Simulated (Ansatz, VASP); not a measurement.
## BaTe: VASP beside Ansatz

```xyz
2
Lattice="0.0174 3.4714 3.4714 3.4888 0.0000 3.4888 3.4714 3.4714 0.0174" Properties=species:S:1:pos:R:3 pbc="T T T"
Ba    0.0000    0.0000    0.0000
Te    3.4888    3.4714    3.4888
```

Change from the starting cell: strain +0.0100 x Voigt [0, 0, 0, 0, 1, 0], atoms carried along.

Alike in both runs: task single point; functional PBEsol; k mesh 8 × 8 × 8; occupations gaussian, width 0.05 eV; no spin polarisation.

|  | VASP | Ansatz |
| --- | --- | --- |
| version | VASP 6.6.1 | Ansatz 0.2.0 |
| potentials or method | VASP PAW PBE potentials, release 64 (Ba_sv, Te) | scalar-relativistic, plane waves, PAW |
| plane-wave cutoff (eV) | 520 | 420 |
| valence electrons in the cell | 16 | 26 |

```tsv
	VASP	Ansatz	Ansatz less VASP
gap on the k mesh at the Fermi level (eV)	1.36	1.45	+0.090
least direct gap on the mesh (eV)	1.74	1.80	+0.057
pressure (GPa)	0.4	0.0	-0.38
largest component of the traceless stress (GPa)	0.11	0.11	+0.001
```

The two sets of potentials don't hold the same shells in valence.

Caveats: the PAW data sets were made with another functional, which shifts forces and pressure a little (VASP); spin-orbit coupling is left out, which moves the levels of the heavy elements. A k mesh can miss the band edges.
